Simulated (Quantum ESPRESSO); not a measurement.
**Cd in Quantum ESPRESSO: the effect of target pressure**

The system is Cd.

```
CELL_PARAMETERS angstrom
2.97887 0.00000 0.00000
-1.48944 2.57978 0.00000
0.00000 0.00000 5.61765
ATOMIC_POSITIONS crystal
Cd 0.66667 0.33333 0.75000
Cd 0.33333 0.66667 0.25000
```

Alike in all runs:

```yaml
Program: Quantum ESPRESSO 7.5
Task: phonons
Functional: PBEsol
Potentials_or_basis: GBRV 1.5 PBEsol
Cutoff: 612 eV
Density_cutoff: 4898 eV
k_mesh: 7 × 7 × 4
Occupations: cold, width 0.2 eV
Spin: no spin polarisation
```

Each run relaxes the cell or the atoms first.

| target pressure | relaxed volume (Å³/atom) | highest phonon frequency (cm⁻¹) |
| --- | --- | --- |
| 0 GPa | 20.86 | 102 |
| 5 GPa | 19.46 | 126 |
| 10 GPa | 18.48 | 145 |
| 20 GPa | 17.14 | 176 |
| 40 GPa | ? | ? |

Problem. What does the run with target pressure 40 GPa give?

Solution. Relaxed volume 15.49 Å³/atom; highest phonon frequency 229 cm⁻¹.

Worked out: In Murnaghan's law V^(-B') rises as a straight line in P. The other rows fit best with B' = 4.9, V0 = 20.86 Å³/atom and B0 = 61 GPa, which gives 15.54 Å³/atom at 40 GPa, against the run's 15.49. A parabola through the other rows of the highest phonon frequency, of slope -0.133 cm⁻¹ per GPa there, extrapolates to 199 cm⁻¹, against the run's 229. The fit is too stiff a form for this range.

Caveats: the mesh is thin for the phonons of a metal; the cell is more than 3 GPa from zero pressure, which shifts response properties (some runs); the volume moved by over 15 % at a fixed basis, so the end points are rough (some runs).
